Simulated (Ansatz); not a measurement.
Sn, 2 atoms in the cell. The structure is tetragonal, space group I4_1/amd (No. 141). The conventional cell has a = 5.880 Å, b = 5.880 Å, c = 3.199 Å, α = 90.00°, β = 90.00°, γ = 90.00°. Sn (site symmetry -4m2) is surrounded by 6 Sn at 3.05 to 3.20 Å. 

* Program: Ansatz 0.2.0
* Task: single point
* Functional: PBE
* Potentials or basis: all-electron LAPW, scalar-relativistic
* Cutoff: 208 eV (chosen from the basis error)
* Basis error allowed: 0.001 eV/atom
* k mesh: 9 × 9 × 9
* Occupations: gaussian, width 0.017 eV
* Spin: no spin polarisation

Potentials or basis: all-electron LAPW, scalar-relativistic.

Launch:

```console
$ ansatz run input.yaml --threads 1 --pin off --max-ram 3072MiB --backend cpu --events-out ev --progress --plain --runs-dir out
```

Hardware: 1 thread of Intel(R) Xeon(R) Platinum 8488C (Sapphire Rapids), with other jobs on the host.

Task: Estimate the wall time of this run.

Result: Run time: 11 s on 1 thread of Intel(R) Xeon(R) Platinum 8488C (Sapphire Rapids), on a shared host, peak memory 0.41 GiB. Counts: scf iterations 6, plane waves 383, k points 75, bands 27.
